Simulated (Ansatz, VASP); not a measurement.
Two plane-wave programs on Al7N8 (a cell with a defect)

```
Al N
1.0
    -4.40317    0.00000    4.40317
    -4.40317   -4.40317    0.00000
     0.00000   -4.40317    4.40317
Al N
7 8
Direct
  0.00376 0.49624 0.50376
  0.00376 0.49624 0.99624
  0.00376 0.00376 0.99624
  0.49624 0.49624 0.50376
  0.49624 0.00376 0.50376
  0.50000 0.50000 0.00000
  0.49624 0.00376 0.99624
  0.37503 0.37503 0.37491
  0.41126 0.86291 0.36291
  0.37503 0.37503 0.87503
  0.37503 0.87491 0.87503
  0.86291 0.41126 0.36291
  0.86291 0.86291 0.36291
  0.87491 0.37503 0.87503
  0.86291 0.86291 0.91126
```

Change from the starting cell: Al vacancy after atom 1 has jumped, atoms relaxed.

Alike in both runs: functional PBE; k mesh 4 × 4 × 4; occupations gaussian, width 0.05 eV; no spin polarisation.

Ansatz relaxed the structure, and its values are those at the end. VASP's run is a single point on that final structure, the one shown.

```csv
,VASP,Ansatz
version,VASP 6.6.1,Ansatz 0.2.0
potentials or method,"VASP PAW PBE potentials, release 64 (Al, N)","scalar-relativistic, plane waves, PAW"
plane-wave cutoff (eV),520,420
valence electrons in the cell,61,61
```

VASP gave:

| Property | Result |
| --- | --- |
| gap on the k mesh at the Fermi level (eV) | none |
| pressure (GPa) | 2.3 |
| rms of the force components (eV/Å) | 0.004 |

Question: Which values does Ansatz return?

Answer: gap on the k mesh at the Fermi level (eV): none; pressure (GPa): 2.6; rms of the force components (eV/Å): 0.003.

A gap of «none» marks a metal or a gap that the smearing closes. Ansatz warned: «stress_scf_threshold_loose».
